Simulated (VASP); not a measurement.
# Ge (Cmmm) in VASP: notebook

Runs on Ge. Level: r2SCAN+D3(BJ). Tasks: single point.

Program: VASP 6.6.1. These are calculated values, not measurements. Logs are shortened: lines on timing, memory, paths and dates and some standing lists are left out, and cuts for length are marked.

## 1. The crystal as given

The structure is orthorhombic, space group Cmmm (No. 65). The conventional cell has a = 2.794 Å, b = 5.201 Å, c = 2.698 Å, α = 90.00°, β = 90.00°, γ = 90.00°. Ge (site symmetry mmm) has 8 Ge at 2.70 to 2.95 Å as nearest neighbours.

This isn't the form of Ge at room conditions, which is diamond.

## 2. Single point, r2SCAN+D3(BJ)

File POSCAR:

```
Ge
1.0
    1.3971490000     -2.6005160000      0.0000000000
    1.3971490000      2.6005160000      0.0000000000
    0.0000000000      0.0000000000      2.6982310000
Ge
1
Direct
    0.5000000000      0.5000000000      0.0000000000
```

File INCAR.step1:

```
SYSTEM = Ge
  ALGO = Normal
  EDIFF = 1E-4
  ENCUT = 520
  GGA = PE
  ISMEAR = 1
  LASPH = .TRUE.
  LCHARG = .FALSE.
  LREAL = .FALSE.
  LWAVE = .TRUE.
  NBANDS = 13
  NELM = 100
  PREC = Accurate
  SIGMA = 0.3
```

File INCAR.step2:

```
SYSTEM = Ge
  ALGO = Normal
  EDIFF = 1E-7
  ENCUT = 520
  ISIF = 2
  ISMEAR = 1
  ISTART = 1
  IVDW = 12
  LASPH = .TRUE.
  LCHARG = .FALSE.
  LMIXTAU = .TRUE.
  LREAL = .FALSE.
  LWAVE = .FALSE.
  METAGGA = R2SCAN
  NBANDS = 13
  NELM = 100
  PREC = Accurate
  SIGMA = 0.3
  VDW_A1 = 0.49484001
  VDW_A2 = 5.73083694
  VDW_S6 = 1.0
  VDW_S8 = 0.78981345
```

File KPOINTS:

```
k-points
0
G
  9 9 9
  0 0 0
```

Potentials or basis: VASP PAW PBE potentials, release 64 (Ge_d).

The run is started by

```
cat potpaw_PBE.64/Ge_d/POTCAR > POTCAR
cp INCAR.step1 INCAR
mpirun -np 1 vasp_std > vasp.out
cp INCAR.step2 INCAR
mpirun -np 1 vasp_std > vasp.out
```

OUTCAR:

```text
SYSTEM = Ge
   EDIFF = 1E-7
   ENCUT = 520
   ISIF = 2
   ISMEAR = 1
   ISTART = 1
   IVDW = 12
   LASPH = .TRUE.
   LREAL = .FALSE.
   METAGGA = R2SCAN
   NELM = 100
   PREC = Accurate
 IVDW          = 12

 ion  position               nearest neighbor table
   1  0.500  0.500  0.000-

  LATTYP: Found a base centered orthorhombic cell.
 ALAT       =     2.7942980000
 B/A-ratio  =     1.8613018368
 C/A-ratio  =     0.9656203454

  Lattice vectors:

 A1 = (   1.3971490000,  -2.6005160000,   0.0000000000)
 A2 = (   1.3971490000,   2.6005160000,   0.0000000000)
 A3 = (   0.0000000000,   0.0000000000,   2.6982310000)

Analysis of symmetry for initial positions (statically):
=====================================================================
 Subroutine PRICEL returns:
 Original cell was already a primitive cell.

 Routine SETGRP: Setting up the symmetry group for a
 base centered orthorhombic supercell.

 Subroutine GETGRP returns: Found  8 space group operations
 (whereof  8 operations were pure point group operations)
 out of a pool of  8 trial point group operations.

The static configuration has the point symmetry D_2h.

Analysis of symmetry for dynamics (positions and initial velocities):
=====================================================================
 Subroutine PRICEL returns:
 Original cell was already a primitive cell.

 Routine SETGRP: Setting up the symmetry group for a
 base centered orthorhombic supercell.

 Subroutine GETGRP returns: Found  8 space group operations
 (whereof  8 operations were pure point group operations)
 out of a pool of  8 trial point group operations.

The dynamic configuration has the point symmetry D_2h.

 Subroutine INISYM returns: Found  8 space group operations
 (whereof  8 operations are pure point group operations),
 and found     1 'primitive' translations

----------------------------------------------------------------------------------------

                                     Primitive cell

  volume of cell :      19.6070

  direct lattice vectors                    reciprocal lattice vectors
     1.397149000 -2.600516000  0.000000000     0.357871637 -0.192269534  0.000000000
     1.397149000  2.600516000  0.000000000     0.357871637  0.192269534  0.000000000
     0.000000000  0.000000000  2.698231000     0.000000000  0.000000000  0.370613191

  length of vectors
     2.952068562  2.952068562  2.698231000     0.406250763  0.406250763  0.370613191

  position of ions in fractional coordinates (direct lattice)
     0.500000000  0.500000000  0.000000000

  ion indices of the primitive-cell ions
   primitive index   ion index
                 1           1

----------------------------------------------------------------------------------------

 KPOINTS: k-points

Automatic generation of k-mesh.
 Grid dimensions read from file:
 generate k-points for:    9    9    9

 Generating k-lattice:

  Cartesian coordinates                     Fractional coordinates (reciprocal lattice)
     0.039763515 -0.021363282  0.000000000     0.111111111  0.000000000  0.000000000
     0.039763515  0.021363282  0.000000000     0.000000000  0.111111111  0.000000000
     0.000000000  0.000000000  0.041179243     0.000000000  0.000000000  0.111111111

  Length of vectors
     0.045138974  0.045138974  0.041179243

  Shift w.r.t. Gamma in fractional coordinates (k-lattice)
     0.000000000  0.000000000  0.000000000

 Subroutine IBZKPT returns following result:
 ===========================================

 Found    125 irreducible k-points:

 Following reciprocal coordinates:
            Coordinates               Weight
  0.000000  0.000000  0.000000      1.000000
  0.111111 -0.000000  0.000000      4.000000
  0.222222  0.000000  0.000000      4.000000
  0.333333  0.000000  0.000000      4.000000
  0.444444  0.000000  0.000000      4.000000
  0.111111  0.111111  0.000000      2.000000
[... 16 lines left out ...]
 -0.333333  0.333333  0.000000      2.000000
  0.444444  0.444444  0.000000      2.000000
 [... further k-points ...]
   k-points           NKPTS =    125   k-points in BZ     NKDIM =    125   number of bands    NBANDS=     13
   number of dos      NEDOS =    301   number of ions     NIONS =      1
   total plane-waves  NPLWV =  11520
   dimension x,y,z NGX =    24 NGY =   24 NGZ =   20
   dimension x,y,z NGXF=    48 NGYF=   48 NGZF=   40
   ions per type =               1
   NGX,Y,Z   is equivalent  to a cutoff of  13.52, 13.52, 12.32 a.u.
   NGXF,Y,Z  is equivalent  to a cutoff of  27.03, 27.03, 24.65 a.u.
 SYSTEM =  Ge
   PREC   = accura    normal or accurate (medium, high low for compatibility)
   ISTART =      1    job   : 0-new  1-cont  2-samecut
   ICHARG =      0    charge: 1-file 2-atom 10-const
   ISPIN  =      1    spin polarized calculation?
   LNONCOLLINEAR =      F non collinear calculations
   LSORBIT =      F    spin-orbit coupling
   LASPH  =      T    aspherical Exc in radial PAW
   ENCUT  =  520.0 eV  38.22 Ry    6.18 a.u.   5.49  5.49  5.02*2*pi/ulx,y,z
   NELM   =    100;   NELMIN=  2; NELMDL=  0     # of ELM steps
   EDIFF  = 0.1E-06   stopping-criterion for ELM
   LREAL  =      F    real-space projection
   EDIFFG = 0.1E-05   stopping-criterion for IOM
   NSW    =      0    number of steps for IOM
   IBRION =     -1    ionic relax: 0-MD 1-quasi-New 2-CG
   NFREE  =      0    steps in history (QN), initial steepest desc. (CG)
   ISIF   =      2    stress and relaxation
   ISYM   =      2    0-nonsym 1-usesym 2-fastsym
   POTIM  = 0.5000    time-step for ionic-motion
   TEBEG  =    0.0;   TEEND  =   0.0 temperature during run
   PSTRESS=    0.0 pullay stress
   NELECT =      14.0000    total number of electrons
   NUPDOWN=      -1.0000    fix difference up-down
   EMIN   =  10.00;   EMAX   =-10.00  energy-range for DOS
   EFERMI =   0.00;   METHOD = LEGACY
   ISMEAR =     1;   SIGMA  =   0.30  broadening in eV -4-tet -1-fermi 0-gaus
   EFERMI_NEDOS =   21; number of points for ismear=-14 and -15
   IALGO  =     38    algorithm
   IMIX   =      4    mixing-type and parameters
     AMIX     =   0.40;   BMIX     =  1.00
     AMIX_MAG =   1.60;   BMIX_MAG =  1.00
  volume/ion in A,a.u.               =      19.61       132.31
  Fermi-wavevector in a.u.,A,eV,Ry     =   1.463234  2.765111 29.130796  2.141053
  Thomas-Fermi vector in A             =   2.579353
   LORBIT       =      0    0 simple, 1 ext, 2 COOP (PROOUT), +10 PAW based schemes
   METAGGA = R2SCAN    functional components
   LHFCALC =     F    Hartree Fock is set to
   AEXX    =    0.0000 exact exchange contribution
   IVDW    =    12    specifies the selected vdW correction
   LEPSILON=     F    determine dielectric tensor
   LRPA    =     F    only Hartree local field effects (RPA)
 non-spin polarized calculation
 Methfessel and Paxton  Order N= 1 SIGMA  =   0.30
  energy-cutoff  :      520.00
  volume of cell :       19.61
 maximum number of plane-waves:       540
 NGX is ok and might be reduce to    24
   NGX = 11   NGY = 11   NGZ = 11

 number of electron      14.0000003 magnetization

 Free energy of the ion-electron system (eV)
  ---------------------------------------------------
  ext. energy  EPLUGINS =         0.00000000
  ---------------------------------------------------
  free energy    TOTEN  =       -13.48844308 eV

  energy without entropy =      -13.49032789  energy(sigma->0) =      -13.48907135

 E-fermi :   6.1668     XC(G=0): -12.0742

 val. band max:        6.1122021709   @ k =   0.3333   0.1111   0.4444
 cond. band min:       6.2235440019   @ k =  -0.3333   0.3333   0.3333
 fundamental gap:      0.1113418310
 Fermi energy:         6.1667597300

 k-point     1 :       0.0000    0.0000    0.0000
  band No.  band energies     occupation
      1     -19.3927      2.00000
      2     -19.3161      2.00000
      3     -19.2625      2.00000
      4     -19.1560      2.00000
      5     -19.1438      2.00000
      6      -7.3967      2.00000
      7      13.0908      0.00000
      8      13.6126      0.00000
      9      15.1943      0.00000
     10      16.6691      0.00000
     11      19.3760      0.00000
     12      21.9061      0.00000
     13      22.2149      0.00000

 k-point     2 :       0.1111   -0.0000    0.0000
  band No.  band energies     occupation
      1     -19.3833      2.00000
      2     -19.3035      2.00000
      3     -19.2636      2.00000
      4     -19.1582      2.00000
      5     -19.1498      2.00000
      6      -7.0807      2.00000
      7      12.1631     -0.00000
      8      13.1456      0.00000
      9      13.3982      0.00000
     10      17.2772      0.00000
     11      18.7932      0.00000
     12      21.0815      0.00000
     13      23.9584      0.00000

 k-point     3 :       0.2222    0.0000    0.0000
  band No.  band energies     occupation
      1     -19.3650      2.00000
      2     -19.2890      2.00000
      3     -19.2440      2.00000
      4     -19.1700      2.00000
      5     -19.1587      2.00000
      6      -6.1345      2.00000
      7       8.2944     -0.00000
      8      11.5309     -0.00000
      9      14.2899      0.00000
     10      16.0641      0.00000
     11      18.9990      0.00000
     12      23.9610      0.00000
     13      27.3968      0.00000
[... 305 lines left out ...]
 k-point    23 :      -0.3333    0.3333    0.0000
  band No.  band energies     occupation
      1     -19.3827      2.00000
      2     -19.2936      2.00000
      3     -19.1942      2.00000
      4     -19.1881      2.00000
      5     -19.1500      2.00000
      6      -4.9379      2.00000
      7       3.5683      2.00000
      8      12.2136      0.00000
      9      15.2489      0.00000
     10      16.2300      0.00000
     11      20.3140      0.00000
     12      25.8831      0.00000
     13      26.7739      0.00000

 k-point    24 :       0.4444    0.4444    0.0000
  band No.  band energies     occupation
      1     -19.3693      2.00000
      2     -19.2777      2.00000
      3     -19.1969      2.00000
      4     -19.1823      2.00000
      5     -19.1576      2.00000
      6      -2.7332      2.00000
      7       0.5882      2.00000
      8       9.0232     -0.00000
      9      16.6753      0.00000
     10      18.6697      0.00000
     11      23.0771      0.00000
     12      23.6579      0.00000
     13      23.6742      0.00000

 [... further k-points ...]

------------------------ aborting loop because EDIFF is reached ----------------------------------------

 Edisp (eV)   -0.15941

 E8    (eV) :    -0.0555

  FORCE on cell =-STRESS in cart. coord.  units (eV):
  Direction    XX          YY          ZZ          XY          YZ          ZX
  --------------------------------------------------------------------------------------
  -------------------------------------------------------------------------------------
  Total      -0.31173    -0.48776    -0.86887     0.00000     0.00000     0.00000
  in kB     -25.47267   -39.85687   -70.99928     0.00000     0.00000     0.00000
  external pressure =      -45.44 kB  Pullay stress =        0.00 kB

 VOLUME and BASIS-vectors are now :
 -----------------------------------------------------------------------------
  energy-cutoff  :      520.00
  volume of cell :       19.61
      direct lattice vectors                 reciprocal lattice vectors
     1.397149000 -2.600516000  0.000000000     0.357871637 -0.192269534  0.000000000
     1.397149000  2.600516000  0.000000000     0.357871637  0.192269534  0.000000000
     0.000000000  0.000000000  2.698231000     0.000000000  0.000000000  0.370613191

 POSITION                                       TOTAL-FORCE (eV/Angst)
 -----------------------------------------------------------------------------------
      1.39715      0.00000      0.00000         0.000000     -0.000000      0.000000
 -----------------------------------------------------------------------------------
    total drift:                               -0.000000     -0.000000     -0.000000

  FREE ENERGIE OF THE ION-ELECTRON SYSTEM (eV)
  ---------------------------------------------------
  free  energy   TOTEN  =       -13.6478524226 eV

  energy  without entropy=      -13.6497372316  energy(sigma->0) =      -13.64848069
```

Wall time 29 s (1 thread of Intel Xeon 6975P-C (Granite Rapids), shared host); peak memory 0.16 GiB.

Results:

```
Free energy                : -13.6479 eV
Pressure                   : -4.5 GPa
Band gap on the k mesh     : none (metal or under the smearing width)
Dispersion energy per atom : -0.159 eV
```

Levels at points of the mesh, in eV from the Fermi level:
```tsv
k point	band 5	band 6	band 7	band 8	band 9	band 10
(0.00, 0.00, 0.00)	-25.31	-13.56	6.92	7.45	9.03	10.50
```

Caveat: the PAW data sets were made with another functional, which shifts forces and pressure a little; pairwise dispersion overbinds metals, which lowers pressure and volume.

[end of part 1 of 2]
